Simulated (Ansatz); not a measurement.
**BaTe: a prediction, then the measurements**

All numbers below come from DFT PBE, scalar-relativistic, plane waves, PAW (Ansatz 0.2.0).

Cutoff 420 eV; k points 8×8×8 on the computed 2-atom cell (Γ-centred); Gaussian smearing, width 0.02 eV; no spin polarisation.

Relaxed structure:

Space group Fm-3m (No. 225). a = 7.065 Å, b = 7.065 Å, c = 7.065 Å, α = 90.00°, β = 90.00°, γ = 90.00°
| atom | site | symmetry | x | y | z |
| --- | --- | --- | --- | --- | --- |
| Ba | 4a | m-3m | 0.0000 | 0.0000 | 0.0000 |
| Te | 4b | m-3m | 0.5000 | 0.0000 | 0.0000 |

- Space group: Fm-3m (No. 225)
- Volume per atom: 44.08 Å³
- Formation energy from the elements' standard states (uncorrected): -1.820 eV/atom
- Kohn–Sham band gap: 1.66 eV, indirect from Γ to X
- Orbital (Löwdin) character of the top 1 eV of the valence band: Te 5p 93 %, unprojected 5 %
- Electron masses at the edge by direction of the standard setting (m_e; one valley, along these axes only; no spin-orbit coupling): x: 1.3; y: 0.28; z: 0.28
- Hole masses at the edge by direction of the standard setting (m_e; one valley, along these axes only; no spin-orbit coupling): x: 1.3, 1.3, 0.16; y: 1.3, 1.3, 0.16; z: 1.3, 1.3, 0.16
- Bader charge by site (e): Ba (1 in the cell) 1.36, Te (1 in the cell) -1.36

Spin-orbit coupling is left out, which matters for the bands of heavy elements.

**Against measurements.**

Against the measured lattice constant a of BaTe, 7 Å (a printed reference work (textbook)), the calculated 7.065 Å is off by +0.9 %. The calculation is for 0 K without zero-point motion.

It comes from a database structure that was distorted and then relaxed. Kohn–Sham gaps at this level usually fall short of measured ones.
